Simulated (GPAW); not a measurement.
# Fe (P6_3/mmc) in GPAW: further runs

Aim: see how the results for Fe move with the level of theory and the settings. Levels: PBEsol+D3, rSCAN. Tasks: relaxation of cell and atoms.

Program: GPAW 26.7.0. These are calculated values, not measurements. Logs are shortened: lines on timing, memory, paths and dates and some standing lists are left out, and cuts for length are marked. The log counts tension as positive stress, the text compression.

**1. The structure**

The structure is hexagonal, space group P6_3/mmc (No. 194). Conventional cell: a = 2.434 Å, b = 2.434 Å, c = 3.842 Å, α = 90.00°, β = 90.00°, γ = 120.00°. Around Fe (site symmetry -6m2) lie 12 Fe at 2.38 to 2.43 Å.

This isn't the form of Fe at room conditions, which is bcc.

**2. Relaxation of cell and atoms, PBEsol+D3, collinear spin, ferromagnetic start, target pressure -1 GPa, at which the enthalpy is minimised**

Contents of run.py:

```python
from ase.calculators.mixing import SumCalculator
from ase.filters import FrechetCellFilter
from ase.io import read, write
from ase.optimize import LBFGS
from ase.units import GPa
from dftd3.ase import DFTD3
from gpaw import GPAW, PW, setup_paths

setup_paths.insert(0, '.')

atoms = read('POSCAR')
atoms.set_initial_magnetic_moments([3.0, 3.0])

calc = GPAW(mode=PW(600),
            xc='PBEsol',
            kpts={'size': (9, 9, 5), 'gamma': True},
            occupations={'name': 'fermi-dirac', 'width': 0.05},
            nbands=19,
            convergence={'density': 1e-05, 'energy': 1e-05},
            maxiter=150,
            txt='gpaw.txt')
atoms.calc = SumCalculator([calc, DFTD3(method='pbesol', damping='d3zero')])
opt = LBFGS(FrechetCellFilter(atoms, scalar_pressure=-1 * GPa), trajectory='relax.traj', logfile='-')
done = opt.run(fmax=0.01, steps=100)
calc.write('gs.gpw')
write('result.traj', atoms)
print('Converged:', done)
print('Cell:', atoms.cell.cellpar().round(4))
print('Volume:', round(atoms.get_volume(), 4))
print(atoms.get_scaled_positions().round(5))
```

Contents of POSCAR:

```
Fe
1.0
    2.4341575853      0.0000000000      0.0000000000
   -1.2170787927      2.1080423057      0.0000000000
    0.0000000000      0.0000000000      3.8419344700
Fe
2
Direct
    0.6666666667      0.3333333333      0.7500000000
    0.3333333333      0.6666666667      0.2500000000
```

Potentials or basis: PAW data sets generated in the run's folder for this functional, pw.

The run is started by

```bash
> gpaw-setup -f PBEsol Fe
> OMP_NUM_THREADS=1 python run.py
```

gpaw.txt:

```text
__  _  _
 | _ |_)|_||  |
 |__||  | ||/\| - 26.7.0

Input parameters:
  mode=PW(ecut=600.0),
  convergence={'density': 1e-05, 'energy': 1e-05},
  kpts=MonkhorstPack(size=(9, 9, 5), gamma=True),
  maxiter=150,
  nbands=19,
  occupations=Occupations(name='fermi-dirac', width=0.05),
  xc=XC(name='PBEsol')

Diagonalizing LCAO Hamiltonian
Converting LCAO to pw mode

          Fe

        Fe

Atoms  # Å, Bohr magnetons
|   | symbol |         x |        y |        z |    initial magnetic moments |
|---|--------|-----------|----------|----------|-----------------------------|
| 0 |     Fe |  1.217079 | 0.702681 | 2.881451 | ( 0.0000,  0.0000,  3.0000) |
| 1 |     Fe | -0.000000 | 1.405362 | 0.960484 | ( 0.0000,  0.0000,  3.0000) |

Unit cell  # Å
| periodic |         x |        y |        z |  lengths |     angles |
|----------|-----------|----------|----------|----------|------------|
|      yes |  2.434158 | 0.000000 | 0.000000 | 2.434158 |  90.000000 |
|      yes | -1.217079 | 2.108042 | 0.000000 | 2.434158 |  90.000000 |
|      yes |  0.000000 | 0.000000 | 3.841934 | 3.841934 | 120.000000 |

Number of symmetries: 12
Symmetry operations  # r_c * U_cc + t_c -> r_c
|    | kind |            matrix            |
|----|------|------------------------------|
|  0 |  σ   |  1, 1, 0,  0,-1, 0,  0, 0, 1 |
|  1 |  S6  |  1, 1, 0, -1, 0, 0,  0, 0,-1 |
|  2 |  E   |  1, 0, 0,  0, 1, 0,  0, 0, 1 |
|  3 |  C2  |  1, 0, 0, -1,-1, 0,  0, 0,-1 |
|  4 |  C2  |  0, 1, 0,  1, 0, 0,  0, 0,-1 |
|  5 |  C3  |  0, 1, 0, -1,-1, 0,  0, 0, 1 |
|  6 |  S6  |  0,-1, 0,  1, 1, 0,  0, 0,-1 |
|  7 |  σ   |  0,-1, 0, -1, 0, 0,  0, 0, 1 |
|  8 |  σ   | -1, 0, 0,  1, 1, 0,  0, 0, 1 |
|  9 |  i   | -1, 0, 0,  0,-1, 0,  0, 0,-1 |
| 10 |  C3  | -1,-1, 0,  1, 0, 0,  0, 0, 1 |
| 11 |  C2  | -1,-1, 0,  0, 1, 0,  0, 0,-1 |

BZ-sampling:
  Number of BZ points: 405
  Number of IBZ points: 50

  Monkhorst-Pack size: [9, 9, 5]
  Monkhorst-Pack shift: [0, 0, 0]

K-points  # in reciprocal-cell coordinates
|     |                                coordinates |     weight |
|-----|--------------------------------------------|------------|
|   0 | (  0.00000000,   0.00000000,   0.00000000) | 0.00246914 |
|   1 | (  0.00000000,   0.00000000,   0.20000000) | 0.00493827 |
|   2 | (  0.00000000,   0.00000000,   0.40000000) | 0.00493827 |
|   3 | (  0.11111111,   0.00000000,  -0.40000000) | 0.01481481 |
|   4 | (  0.11111111,   0.00000000,  -0.20000000) | 0.01481481 |
|   5 | (  0.11111111,   0.00000000,   0.00000000) | 0.01481481 |
|   6 | (  0.11111111,   0.00000000,   0.20000000) | 0.01481481 |
|   7 | (  0.11111111,   0.00000000,   0.40000000) | 0.01481481 |
|   8 | (  0.22222222,  -0.11111111,   0.00000000) | 0.01481481 |
|   9 | (  0.22222222,  -0.11111111,   0.20000000) | 0.02962963 |
| ... |                                            |            |
|  49 | (  0.44444444,   0.44444444,   0.40000000) | 0.02962963 |

Plane wave coefficients: 687
Cutoff: 600.0 eV

Spin-components: 2 (collinear spins)
Bands:           19
Projectors:      12
Spin-degeneracy: 1
Datatype:        complex128

Parallelization:
  kpt:    1
  domain: 1
  band:   1

Density:
  Valence electrons: 16.0
  Components: 2
  Grid points: [14 14 24]
  Charge: 0.0  # |e|

Potential:
  Grid points: [14 14 24]

species:
  Fe:
    name:    Iron
    Z:       26.0
    valence: 8
    core:    18
    charge:  0.0  # [|e|]
    compensation charges:
      type: gauss
      rc: 0.33  # [Å]
      lmax: 2
    cutoffs:
      filter: 2.06  # [Å]
      core: 2.67  # [Å]
    projectors
[... 82 lines left out ...]
dipole moment: (-0.000012, -0.000021, -0.000038)  # |e|*Ang

Total magnetic moment: (0.000000, 0.000000, -0.000009)

Local magnetic moments
|        x |        y |         z |
|----------|----------|-----------|
| 0.000000 | 0.000000 | -0.000014 |  # Fe   0
| 0.000000 | 0.000000 | -0.000014 |  # Fe   1

Fermi level: 12.126
Eigenvalues  # (at kpt = [0.000, 0.000, 0.000])
| band index |      eig [eV] | occ [0-1] |      eig [eV] | occ [0-1] |
|------------|---------------|-----------|---------------|-----------|
|          0 |         2.803 |     1.000 |         2.803 |     1.000 |
|          1 |         6.885 |     1.000 |         6.885 |     1.000 |
|          2 |        10.313 |     1.000 |        10.313 |     1.000 |
|          3 |        10.313 |     1.000 |        10.313 |     1.000 |
|          4 |        10.474 |     1.000 |        10.474 |     1.000 |
|          5 |        10.813 |     1.000 |        10.813 |     1.000 |
[... 9 lines left out ...]
|         15 |        37.659 |     0.000 |        37.664 |     0.000 |
|         16 |        37.844 |     0.000 |        37.946 |     0.000 |
|        ... |               |           |               |           |
|         18 |        37.961 |     0.000 |        38.088 |     0.000 |

No gap
No difference between direct/indirect transitions

Stress tensor  # eV/Ang^3
|         x |         y |         z |
|-----------|-----------|-----------|
| -0.012659 | -0.000000 |  0.000000 |
| -0.000000 | -0.012659 |  0.000000 |
|  0.000000 |  0.000000 | -0.023996 |

Forces  # eV/Ang
|        x |       y |        z |
|----------|---------|----------|
| -0.00000 | 0.00000 | -0.00001 |  # Fe   0
|  0.00000 | 0.00000 |  0.00001 |  # Fe   1

Interpolating wave functions to new cell

          Fe

        Fe

Atoms  # Å, Bohr magnetons
|   | symbol |         x |        y |        z |    initial magnetic moments |
|---|--------|-----------|----------|----------|-----------------------------|
| 0 |     Fe |  1.215400 | 0.701711 | 2.880181 | ( 0.0000,  0.0000, -0.0000) |
| 1 |     Fe | -0.000000 | 1.403423 | 0.960061 | ( 0.0000,  0.0000, -0.0000) |

Unit cell  # Å
| periodic |         x |         y |         z |  lengths |     angles |
|----------|-----------|-----------|-----------|----------|------------|
|      yes |  2.430800 |  0.000000 |  0.000000 | 2.430800 |  90.000000 |
|      yes | -1.215400 |  2.105134 | -0.000000 | 2.430800 |  90.000000 |
|      yes |  0.000000 | -0.000000 |  3.840242 | 3.840242 | 120.000000 |

Number of symmetries: 12
Symmetry operations  # r_c * U_cc + t_c -> r_c
|    | kind |            matrix            |
|----|------|------------------------------|
|  0 |  σ   |  1, 1, 0,  0,-1, 0,  0, 0, 1 |
|  1 |  S6  |  1, 1, 0, -1, 0, 0,  0, 0,-1 |
|  2 |  E   |  1, 0, 0,  0, 1, 0,  0, 0, 1 |
|  3 |  C2  |  1, 0, 0, -1,-1, 0,  0, 0,-1 |
|  4 |  C2  |  0, 1, 0,  1, 0, 0,  0, 0,-1 |
|  5 |  C3  |  0, 1, 0, -1,-1, 0,  0, 0, 1 |
|  6 |  S6  |  0,-1, 0,  1, 1, 0,  0, 0,-1 |
|  7 |  σ   |  0,-1, 0, -1, 0, 0,  0, 0, 1 |
|  8 |  σ   | -1, 0, 0,  1, 1, 0,  0, 0, 1 |
|  9 |  i   | -1, 0, 0,  0,-1, 0,  0, 0,-1 |
| 10 |  C3  | -1,-1, 0,  1, 0, 0,  0, 0, 1 |
| 11 |  C2  | -1,-1, 0,  0, 1, 0,  0, 0,-1 |

BZ-sampling:
  Number of BZ points: 405
  Number of IBZ points: 50

  Monkhorst-Pack size: [9, 9, 5]
  Monkhorst-Pack shift: [0, 0, 0]

K-points  # in reciprocal-cell coordinates
|     |                                coordinates |     weight |
|-----|--------------------------------------------|------------|
|   0 | (  0.00000000,   0.00000000,   0.00000000) | 0.00246914 |
|   1 | (  0.00000000,   0.00000000,   0.20000000) | 0.00493827 |
|   2 | (  0.00000000,   0.00000000,   0.40000000) | 0.00493827 |
|   3 | (  0.11111111,   0.00000000,  -0.40000000) | 0.01481481 |
|   4 | (  0.11111111,   0.00000000,  -0.20000000) | 0.01481481 |
|   5 | (  0.11111111,   0.00000000,   0.00000000) | 0.01481481 |
|   6 | (  0.11111111,   0.00000000,   0.20000000) | 0.01481481 |
|   7 | (  0.11111111,   0.00000000,   0.40000000) | 0.01481481 |
|   8 | (  0.22222222,  -0.11111111,   0.00000000) | 0.01481481 |
|   9 | (  0.22222222,  -0.11111111,   0.20000000) | 0.02962963 |
| ... |                                            |            |
|  49 | (  0.44444444,   0.44444444,   0.40000000) | 0.02962963 |

Plane wave coefficients: 687
Cutoff: 600.0 eV

Spin-components: 2 (collinear spins)
Bands:           19
Projectors:      12
Spin-degeneracy: 1
Datatype:        complex128

Parallelization:
  kpt:    1
  domain: 1
  band:   1

Density:
  Valence electrons: 16.0
  Components: 2
  Grid points: [14 14 24]
  Charge: 0.0  # |e|

Potential:
  Grid points: [14 14 24]

species:
  Fe:
    name:    Iron
    Z:       26.0
    valence: 8
    core:    18
    charge:  0.0  # [|e|]
    compensation charges:
      type: gauss
      rc: 0.33  # [Å]
      lmax: 2
    cutoffs:
      filter: 2.06  # [Å]
      core: 2.67  # [Å]
    projectors
[... 733 lines left out ...]
Local magnetic moments
|        x |        y |        z |
|----------|----------|----------|
| 0.000000 | 0.000000 | 0.000000 |  # Fe   0
| 0.000000 | 0.000000 | 0.000000 |  # Fe   1

Fermi level: 12.254
Eigenvalues  # (at kpt = [0.000, 0.000, 0.000])
| band index |      eig [eV] | occ [0-1] |      eig [eV] | occ [0-1] |
|------------|---------------|-----------|---------------|-----------|
|          0 |         2.883 |     1.000 |         2.883 |     1.000 |
|          1 |         6.962 |     1.000 |         6.962 |     1.000 |
|          2 |        10.422 |     1.000 |        10.422 |     1.000 |
|          3 |        10.422 |     1.000 |        10.422 |     1.000 |
|          4 |        10.553 |     1.000 |        10.553 |     1.000 |
|          5 |        10.920 |     1.000 |        10.920 |     1.000 |
[... 9 lines left out ...]
|         15 |        37.810 |     0.000 |        37.810 |     0.000 |
|         16 |        37.954 |     0.000 |        37.954 |     0.000 |
|        ... |               |           |               |           |
|         18 |        38.174 |     0.000 |        38.186 |     0.000 |

No gap
No difference between direct/indirect transitions

Stress tensor  # eV/Ang^3
|         x |         y |         z |
|-----------|-----------|-----------|
| -0.032733 | -0.000000 |  0.000000 |
| -0.000000 | -0.032733 |  0.000000 |
|  0.000000 |  0.000000 | -0.030794 |

Forces  # eV/Ang
|        x |        y |        z |
|----------|----------|----------|
| -0.00000 |  0.00000 | -0.00001 |  # Fe   0
|  0.00000 | -0.00000 |  0.00001 |  # Fe   1

# Writing to gs.gpw (mode='')
```

It took 82 s on 1 thread of Arm Neoverse V2, shared host; peak memory 0.23 GiB.

Results:

```
Free energy                                            : -19.9970 eV
Relaxed volume                                         : 9.78 Å³/atom
Relaxed cell                                           : a = 2.425 Å, b = 2.425 Å, c = 3.843 Å, α = 90.00°, β = 90.00°, γ = 120.00°
Space group after relaxing (to 0.05 Å)                 : P6_3/mmc (No. 194)
Energy change on relaxing (the enthalpy is what falls) : -1.2 meV/atom
Ionic steps                                            : 5
Pressure after relaxing                                : -1.0 GPa
Band gap on the k mesh                                 : none (metal or under the smearing width)
Net moment                                             : 0.00 μB per cell
Dispersion energy per atom                             : -0.295 eV
```

Step by step:
| step | energy change (eV) | largest force (eV/Å) | pressure (GPa) | volume (Å³) |
| --- | --- | --- | --- | --- |
| 1 | 0.0000 | 0.0000 | -3.43 | 19.71 |
| 2 | -0.0012 | 0.0000 | -2.40 | 19.65 |
| 3 | -0.0023 | 0.0000 | -0.84 | 19.56 |
| 4 | -0.0023 | 0.0000 | -0.86 | 19.56 |
| 5 | -0.0023 | 0.0000 | -1.01 | 19.57 |

Final structure:
```
Fe
1.0
     2.42473    0.00000    0.00000
    -1.21236    2.09987    0.00000
     0.00000    0.00000    3.84290
Fe
2
Direct
  0.66667 0.33333 0.75000
  0.33333 0.66667 0.25000
```

Levels at points of the mesh, in eV from the Fermi level:
Spin up:
| k point | band 4 | band 5 | band 6 | band 7 | band 8 | band 9 | band 10 | band 11 | band 12 | band 13 |
| --- | --- | --- | --- | --- | --- | --- | --- | --- | --- | --- |
| (0.00, 0.00, 0.00) | -1.83 | -1.70 | -1.33 | -1.33 | -0.94 | -0.94 | 0.32 | 0.72 | 0.72 | 9.08 |
Spin down:
```csv
k point,band 4,band 5,band 6,band 7,band 8,band 9,band 10,band 11,band 12,band 13
"(0.00, 0.00, 0.00)",-1.83,-1.70,-1.33,-1.33,-0.94,-0.94,0.32,0.72,0.72,9.08
```

Caveat: each step starts from the last one's moments, so a moment once lost doesn't come back; the starting moments collapsed, and a magnetic state may lie lower; later steps reuse the first step's grids; pairwise dispersion overbinds metals, which lowers pressure and volume.

**3. Relaxation of cell and atoms, rSCAN, collinear spin, ferromagnetic start, target pressure 20 GPa, at which the enthalpy is minimised**

Contents of run.py:

```python
from ase.filters import FrechetCellFilter
from ase.io import write
from ase.optimize import BFGS
from ase.spacegroup import crystal
from ase.units import GPa
from gpaw import GPAW, PW

# Fe 2c
atoms = crystal(['Fe'],
                basis=[[0.6666666667, 0.3333333333, 0.75]],
                spacegroup=194, setting=1,  # P6_3/mmc
                cellpar=[2.43415759, 2.43415759, 3.84193447, 90.0, 90.0, 120.0],
                primitive_cell=True)
atoms.set_initial_magnetic_moments([3.0, 3.0])

calc = GPAW(mode=PW(600),
            xc='MGGA_X_RSCAN+MGGA_C_RSCAN',
            kpts={'size': (9, 9, 5), 'gamma': True},
            occupations={'name': 'fermi-dirac', 'width': 0.05},
            nbands=19,
            convergence={'density': 1e-06, 'energy': 1e-06, 'eigenstates': 1e-10},
            maxiter=150,
            txt='gpaw.txt')
atoms.calc = calc
opt = BFGS(FrechetCellFilter(atoms, scalar_pressure=20 * GPa), trajectory='relax.traj', logfile='-')
done = opt.run(fmax=0.05, steps=60)
calc.write('gs.gpw')
write('result.traj', atoms)
print('Converged:', done)
print('Cell:', atoms.cell.cellpar().round(4))
print('Volume:', round(atoms.get_volume(), 4))
print(atoms.get_scaled_positions().round(5))
```

Potentials or basis: GPAW PAW data sets (gpaw-data 1.2.1), pw.

The run is started by

```bash
> OMP_NUM_THREADS=1 python run.py
```

Wall time 15 min (1 thread of Arm Neoverse V1, shared host); peak memory 0.6 GiB.

The run converged. Its results:

```yaml
Free_energy: -40.4511 eV
Relaxed_volume: 11.00 Å³/atom
Relaxed_cell: a = 2.443 Å, b = 2.443 Å, c = 4.256 Å, α = 90.00°, β = 90.00°, γ = 120.00°
Space_group_after_relaxing_to_0.05_Å: P6_3/mmc (No. 194)
Energy_change_on_relaxing_the_enthalpy_is_what_falls: -330.1 meV/atom
Ionic_steps: 7
Pressure_after_relaxing: 19.9 GPa
Band_gap_on_the_k_mesh: none (metal or under the smearing width)
Net_moment: 5.17 μB per cell
Site_moments: Fe +2.66 μB
```

Stress tensor (GPa, compression positive):
```
20.04  0.00  0.00
 0.00 20.04  0.00
 0.00  0.00 19.72
```

Step by step:
```csv
step,energy change (eV),largest force (eV/Å),pressure (GPa),volume (Å³)
1,0.0000,0.0000,56.44,19.71
2,-0.3130,0.0000,38.08,20.68
3,-0.6197,0.0001,19.01,22.10
4,-0.6725,0.0001,15.54,22.37
5,-0.7081,0.0002,14.09,22.47
6,-0.6870,0.0002,17.02,22.24
7,-0.6603,0.0000,19.93,22.01
```

Final structure:
```
Fe
1.0
     2.44347    0.00000    0.00000
    -1.22173    2.11611    0.00000
     0.00000    0.00000    4.25636
Fe
2
Direct
  0.66667 0.33333 0.75000
  0.33333 0.66667 0.25000
```

Levels at points of the mesh, in eV from the Fermi level:
Spin up:
| k point | band 9 | band 10 | band 11 | band 12 | band 13 | band 14 |
| --- | --- | --- | --- | --- | --- | --- |
| (0.00, 0.00, 0.00) | -2.29 | -1.33 | -1.33 | -1.09 | 5.85 | 23.08 |
Spin down:
| k point | band 2 | band 3 | band 4 | band 5 | band 6 | band 7 | band 8 | band 9 |
| --- | --- | --- | --- | --- | --- | --- | --- | --- |
| (0.00, 0.00, 0.00) | -4.58 | -1.44 | -0.76 | 0.21 | 0.23 | 0.57 | 0.59 | 2.03 |

Caveat: each step starts from the last one's moments, so a moment once lost doesn't come back; later steps reuse the first step's grids; the PAW data sets were made with another functional, which shifts forces and pressure a little.
